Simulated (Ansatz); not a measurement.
# What a trial cell of Te relaxes into

All numbers below come from DFT PBE, scalar-relativistic, plane waves, PAW (Ansatz 0.2.0). Cutoff 420 eV, Gaussian smearing, Γ-centred meshes. Cell and atoms relax first on a coarse mesh and then on a finer one. In between, the cell is made exact in the group found at 0.06 Å. In metals the finer mesh still leaves noise of several meV/atom or more. The steps can't lower the symmetry of their start. No spin polarisation.

The guess for Te was made by a generator: random cell by space group and Wyckoff sites (Pmmn, No. 59). The dimensions are guesses.

```cif
data_structure
_symmetry_space_group_name_H-M 'Pmmn:1'
_symmetry_Int_Tables_number 59
_cell_length_a 5.0198
_cell_length_b 6.6188
_cell_length_c 3.9475
_cell_angle_alpha 90.000
_cell_angle_beta 90.000
_cell_angle_gamma 90.000
_cell_volume 131.16
loop_
_atom_site_label
_atom_site_type_symbol
_atom_site_symmetry_multiplicity
_atom_site_Wyckoff_symbol
_atom_site_fract_x
_atom_site_fract_y
_atom_site_fract_z
_atom_site_occupancy
Te1 Te 4 e 0.00000 0.28943 0.40936 1
```

Energies count from the standard state of Te at the same level.

**Question.** Which structure results?

**Answer.** The symmetry goes from Pmmn (No. 59) to Pmma (No. 51), and the primitive cell from 4 to 2 atoms. The volume per atom grows by 25.1 %, from 32.8 to 41.0 Å³. The shortest distance goes from 2.66 Å (Te–Te) to 2.94 Å (Te–Te). The energy falls by about 0.58 eV/atom (the start's value is from the coarse mesh). The end is written in a standard setting, so origin, axes and order of atoms can differ from the start's. Conventional cell: a = 5.382 Å, b = 3.168 Å, c = 4.810 Å. Te has 2 Te at 2.94 Å and 2 Te at 3.17 Å.

```cif
data_structure
_symmetry_space_group_name_H-M 'Pmma'
_symmetry_Int_Tables_number 51
_cell_length_a 5.3824
_cell_length_b 3.1681
_cell_length_c 4.8104
_cell_angle_alpha 90.000
_cell_angle_beta 90.000
_cell_angle_gamma 90.000
_cell_volume 82.03
loop_
_atom_site_label
_atom_site_type_symbol
_atom_site_symmetry_multiplicity
_atom_site_Wyckoff_symbol
_atom_site_fract_x
_atom_site_fract_y
_atom_site_fract_z
_atom_site_occupancy
Te1 Te 2 f 0.75000 0.50000 0.37798 1
```

**Question.** Give its energy and gap.

**Answer.** The energy over the standard state is +0.11 eV/atom and the gap on the 10×18×12 mesh of the 2-atom cell is 0 eV (a metal).

It lies above the standard state, so it could only be metastable.

The last run used Gaussian smearing of 0.10 eV. Weakly bound directions are ill-defined at this level, which has no dispersion term. Spin–orbit coupling, which can matter for Te, is left out. The reference form of Te is held partly by dispersion forces, which this level lacks. A structure relaxed within its symmetry needn't be a true minimum. In all, the 4 runs took 19 min on 1 thread of Intel(R) Xeon(R) Processor @ 2.50GHz (Skylake/Cascade Lake), on a shared host.
